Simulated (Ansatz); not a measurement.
# Ca: a single-point run

Aim: a sound single-point run of Ca.

Method: DFT, r2SCAN, PAW with Ansatz's default frozen-core files, scalar-relativistic, in Ansatz 0.2.0.

### 1 Starting point

It takes space group Fm-3m (No. 225, cubic). Conventional cell: a = 5.588 Å, b = 5.588 Å, c = 5.588 Å, α = 90.00°, β = 90.00°, γ = 90.00°. Ca (site symmetry m-3m) is surrounded by 12 Ca at 3.95 Å.

Coordinates:

```xyz
1
Lattice="0.0000 2.7942 2.7942 2.7942 0.0000 2.7942 2.7942 2.7942 0.0000" Properties=species:S:1:pos:R:3 pbc="T T T"
Ca    0.0000    0.0000    0.0000
```

### 2 The calculation

input.yaml reads:

```yaml
crystal:
  lattice:
    - [0.0, 2.7942, 2.7942]
    - [2.7942, 0.0, 2.7942]
    - [2.7942, 2.7942, 0.0]
  atoms:
    - { symbol: Ca, position: [0.0, 0.0, 0.0] }
kpoints:
  mp_grid: { grid: [11, 11, 11] }
  band_path:
    path:
      - [0.0, 0.0, 0.0]
      - [0.5, 0.0, 0.5]
      - [0.625, 0.25, 0.625]
      - [0.375, 0.375, 0.75]
      - [0.0, 0.0, 0.0]
      - [0.5, 0.5, 0.5]
      - [0.5, 0.25, 0.75]
      - [0.5, 0.0, 0.5]
    npoints: 5
scf:
  occupations: { method: fermi_dirac, width: 0.05 }
  mixing_beta: 0.3
  max_iter: 80
hamiltonian:
  xc: r2scan
  pseudopotentials: { kind: paw }
output:
  forces: true
  stress: true
  eigenvalues: true
  efg: { contact_densities: true }
```

The run is started by

```sh
$ ansatz run input.yaml --threads 1 --pin off --max-ram 2048MiB --backend cpu --events-out ev --progress --plain --runs-dir out
```

The program printed:

```text
Error: YAML parse error: error: line 23 column 3: unknown field `mixing_beta`, expected one of max_iter, algorithm, n_extra_bands, self_checks, convergence, lower_state_search, omitted_lower_state_checks, lower_solution_reach, mixing, occupations, eigensolver, initial_density, exx
  --> <input>:23:3
   |
21 | scf:
22 |   occupations: { method: fermi_dirac, width: 0.05 }
23 |   mixing_beta: 0.3
   |   ^ unknown field `mixing_beta`, expected one of max_iter, algorithm, n_extra_bands, self_checks, convergence, lower_state_search, omitted_lower_state_checks, lower_solution_reach, mixing, occupations, eigensolver, initial_density, exx
24 |   max_iter: 80
25 | hamiltonian:
   |
```

It took 0.03 s on 1 thread of Arm Neoverse V1, shared host; peak memory 0.022 GiB.

### 3 Reading the log

The program refused the input before any cycle. It says: «line 23 column 3: unknown field `mixing_beta`, expected one of max_iter, algorithm, n_extra_bands, self_checks, convergence, ...»

Look at the input: scf.mixing_beta is 0.3. The input holds a keyword that this program doesn't have at that place; such names come from other codes or other sections.

Remedy: delete scf.mixing_beta.

### 4 The mended run

Besides the cure, the input differs in scf.max_iter.

Changes to input.yaml since step 2:

```diff
@@ -22,4 +22,2 @@
   occupations: { method: fermi_dirac, width: 0.05 }
-  mixing_beta: 0.3
-  max_iter: 80
 hamiltonian:
```

The run is started by

```sh
$ ansatz run input.yaml --threads 1 --pin off --max-ram 2048MiB --backend cpu --events-out ev --progress --plain --runs-dir out
```

From the output:

```text
[...]
Basis set: ecut = 500 eV, 1067 PW (Γ), exchange–correlation on 120×120×120 points (64 copies of the dense FFT grid, shifted against one another)
[...]
k-points: 56 of 1331
[...]
SCF iter   1: F=—  HF=-1821.662412 eV  |F-HF|=—  |Δ(HF+E_count)|=         —  Δρ=4.42e-3  dr2=8.92e-3  dr2_τ=1.07e-3  ethr=1.77e-3  ⟨swp⟩=5.8  Hψ=4123  notcnv=0
preconditioner: auto → none  [metal: Δε(μ)=0.051 eV  Ē_g=3.962 eV  σ=0.050 eV  W_gap=0.25  n_scr=8 (ndim 8)  ℏωp=8.0 eV  f_vac=0.000  D(μ)=1.35/eV (n_scr^D=14)  sad-step TF]
SCF iter   2: F=—  HF=-1821.678773 eV  |F-HF|=—  |Δ(HF+E_count)|=   1.64e-2  Δρ=2.35e-3  dr2=3.20e-3  dr2_τ=6.22e-5  ethr=8.92e-5  ⟨swp⟩=3.0  Hψ=1398  notcnv=0
[...]
SCF iter   5: F=—  HF=-1821.678432 eV  |F-HF|=—  |Δ(HF+E_count)|=   6.68e-7  Δρ=2.29e-5  dr2=1.70e-7  dr2_τ=2.14e-8  ethr=2.06e-8  ⟨swp⟩=2.9  Hψ=776  notcnv=0
SCF iter   6: F=-1821.678432 eV  HF=-1821.678432 eV  |F-HF|=3.41e-11  |Δ(HF+E_count)|=   7.18e-8  Δρ=2.29e-6  dr2=2.63e-9  dr2_τ=1.50e-10  ethr=1.00e-9  ⟨swp⟩=5.1  Hψ=2515  notcnv=0
[...]
SCF converged after 6 iterations
Free energy (F): -1821.678432 eV
[...]
E sigma→0 (E₀):  -1821.673104 eV
[...]
Fermi energy:    4.744202 eV
[...]
  P = ⅓ Tr σ = -0.1993 GPa (-1.993 kbar)
[...]
```

It took 5.3 s on 1 thread of Arm Neoverse V1, shared host; peak memory 0.4 GiB.

### 5 Summary of results

| quantity | value |
| --- | --- |
| first try | refused |
| cause | a key that the program doesn't have there |
| second try | converged, 6 SCF cycles |
| energy (zero set by the potentials) | -1821.6784 eV |
| pressure | -0.20 GPa |
| gap on the mesh | none (metal on this mesh) |
| largest force | 0.000 eV/Å |

**Reading.** With the input mended the run converges in 6 SCF cycles.
